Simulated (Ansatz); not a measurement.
Runs of Ansatz 0.2.0 on MoS2. The cell holds a slab with vacuum, 6 atoms: a = 3.185 Å, b = 3.185 Å, c = 21.671 Å, α = 90.00°, β = 90.00°, γ = 120.00°. 

| task | level | potentials or basis | spin | cutoff (eV) | points for each segment of the path | gap on the mesh (eV) | V0 of scaled cells (Å³/atom) | B0 (GPa) | largest force (eV/Å) |
| --- | --- | --- | --- | --- | --- | --- | --- | --- | --- |
| equation of state | PBE | Ansatz PAW small core | off | 420 | - | - | 32.02 | 81 | - |
| band structure | r2SCAN | Ansatz PAW | SOC, no magnetisation | 500 | 14 | (b) | - | - | 0.04 |
| equation of state | PBE+D3(BJ) | Ansatz PAW | off | 420 | - | - | (a) | (c) | - |
| single point | PBE | Ansatz PAW | off | 300 | - | 1.38 | - | - | 0.25 |

Alike in all rows: cell as given; k mesh 10 × 10 × 2; smearing fermi-dirac 0.05 eV.

Question: Fill in the values left out.

Answer: (a) 31.38; (b) 1.46; (c) 85.

Caveats: the cell was scaled at fixed shape and fractional positions, which overstates the stiffness of a crystal with free parameters, most of all of layers and chains (some runs); the k mesh misses the band edges, so the gap on the mesh is wider than the one along the path (some runs); the PAW data sets come from PBE, with cores solved anew for the run's functional, which leaves a small shift of forces and pressure (some runs); the cutoff lies under the one recommended for these potentials (some runs).

A k mesh can miss the band edges, and rows without SOC leave out spin-orbit coupling on Mo.
